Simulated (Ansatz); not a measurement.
Runs of Ansatz 0.2.0 on ScAl3. The structure is cubic, space group Pm-3m (No. 221). The conventional cell has a = 4.088 Å, b = 4.088 Å, c = 4.088 Å, α = 90.00°, β = 90.00°, γ = 90.00°. Around Sc (site symmetry m-3m) lie 12 Al at 2.89 Å. Al (site symmetry 4/mmm) has 4 Sc at 2.89 Å and 8 Al at 2.89 Å as nearest neighbours. The cell is a database's computed one.

```tsv
task	level	points for each segment of the path	gap on the mesh (eV)	pressure (GPa)
single point	PBEsol0	-	none	-1.8
band structure	HSE03	4	none	0.7
band structure	HSEsol	4	none	-1.4
single point	PBE0	-	none	(a)
```

Alike in all rows: potentials or basis Ansatz PAW; no spin polarisation; cell as given; k mesh 4 × 4 × 4; cutoff (eV) 420; smearing fermi-dirac 0.05 eV; the mesh is coarse, so values aren't converged.

Fill in the values left out.

(a) -0.2.

Caveats: all runs use coarse meshes; the PAW data sets come from PBE, with cores solved anew for the run's functional, which leaves a small shift of forces and pressure; the thresholds are loose for stress.

A gap of «none» marks a metal or a gap under the smearing width.
